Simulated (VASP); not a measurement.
## Te2Pt (Moncheite): relaxation of cell and atoms with optB86b-vdW

The system is Te2Pt (Moncheite).

```
CELL_PARAMETERS angstrom
4.07024 0.00000 0.00000
-2.03512 3.52494 0.00000
0.00000 0.00000 5.22501
ATOMIC_POSITIONS crystal
Te 0.33333 0.66667 0.26216
Te 0.66667 0.33333 0.73784
Pt 0.00000 0.00000 0.00000
```

| Quantity | Value |
| --- | --- |
| Program | VASP 6.6.1 |
| Task | relaxation of cell and atoms |
| Functional | optB86b-vdW |
| Potentials or basis | VASP PAW PBE potentials, release 64 (Te, Pt) |
| Cutoff | 600 eV |
| k mesh | 12 × 12 × 7 |
| Occupations | methfessel-paxton, width 0.1 eV |
| Spin | no spin polarisation |
| Further INCAR settings | ALGO = Normal; EDIFF = 1e-07; IBRION = 2; EDIFFG = -0.005; NSW = 90; ISIF = 3 |

The pressure after relaxing is 0.0 GPa and the band gap on the k mesh is none (metal or under the smearing width).

Final structure:
```cif
data_structure
_symmetry_space_group_name_H-M 'P 1'
_symmetry_Int_Tables_number 1
_cell_length_a 4.0702
_cell_length_b 4.0702
_cell_length_c 5.2250
_cell_angle_alpha 90.000
_cell_angle_beta 90.000
_cell_angle_gamma 120.000
_cell_volume 74.96
loop_
_atom_site_label
_atom_site_type_symbol
_atom_site_fract_x
_atom_site_fract_y
_atom_site_fract_z
_atom_site_occupancy
Te1 Te 0.33333 0.66667 0.26216 1
Te2 Te 0.66667 0.33333 0.73784 1
Pt1 Pt 0.00000 0.00000 0.00000 1
```

Levels at points of the mesh, in eV from the Fermi level:
```
           k point  band 9  band 10  band 11  band 12  band 13  band 14
(0.00, 0.00, 0.00)   -0.45    -0.45     0.91     0.91     1.49     2.78
(0.50, 0.00, 0.00)   -3.26    -3.25    -2.80     0.12     2.49     3.88
```

It took 5.2 min on 1 thread of Intel(R) Xeon(R) Platinum 8488C (Sapphire Rapids), with other jobs on the host, peak memory 0.63 GiB.

Caveat: the relaxation stopped at its first step, so nothing moved; the PAW data sets were made with another functional, which shifts forces and pressure a little. Spin-orbit coupling is left out, which matters for the levels of Pt, Te.
